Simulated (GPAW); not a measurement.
Runs of GPAW 26.7.0 on CdS (Greenockite). Symmetry: P6_3mc, No. 186, hexagonal system. Conventional cell: a = 4.150 Å, b = 4.150 Å, c = 6.737 Å, α = 90.00°, β = 90.00°, γ = 120.00°. Cd (site symmetry 3m) is surrounded by 4 S at 2.53 to 2.54 Å. S (site symmetry 3m) is surrounded by 4 Cd at 2.53 to 2.54 Å. 

```csv
task,level,potentials or basis,spin,cell,optimizer,fmax,max steps,target pressure,band path,gap on the mesh (eV),pressure (GPa),largest force (eV/Å)
relaxation of cell and atoms,PBE+D4,"GPAW PAW data sets (gpaw-data 1.2.1), pw",off,relaxed to 5 GPa,BFGS,0.02 eV/Å,60,5 GPa,-,1.35,5.0,-
band structure,PBE,"PAW data sets generated in the run's folder for this functional, pw",off,as given,-,-,-,-,"GMKGALHA,LM,KH",1.18,1.8,0.06
band structure,optB88-vdW,"GPAW PAW data sets (gpaw-data 1.2.1), pw","SOC, no magnetisation",as given,-,-,-,-,"GMKGALHA,LM,KH",(a),-,0.06
relaxation of cell and atoms,OLYP,"PAW data sets generated in the run's folder for this functional, pw",off,relaxed,BFGS,0.02 eV/Å,60,-,-,(b),0.0,0.01
band structure,PBE,"GPAW PAW data sets (gpaw-data 1.2.1), pw","SOC, no magnetisation",as given,-,-,-,-,"GMKGALHA,LM,KH",1.16,1.8,0.06
relaxation of cell and atoms,BLYP+D4,"PAW data sets generated in the run's folder for this functional, pw",off,relaxed to 5 GPa,BFGS,0.01 eV/Å,40,5 GPa,-,1.25,5.0,-
```

Alike in all rows: k mesh 5 × 5 × 3; cutoff (eV) 600; smearing fermi-dirac 0.05 eV.

Q: Fill in the values left out.

A: (a) 1.09; (b) 1.49.

Caveats: later steps reuse the first step's grids (some runs); spin-orbit coupling was added after a scalar SCF, so levels and gaps hold it while energy, forces, pressure and moments don't (some runs); this program's spin-orbit splittings come out too wide for heavy elements (some runs); the PAW data sets were made with another functional, which shifts forces and pressure a little (some runs).

A k mesh can miss the band edges, and rows without SOC leave out spin-orbit coupling on Cd.
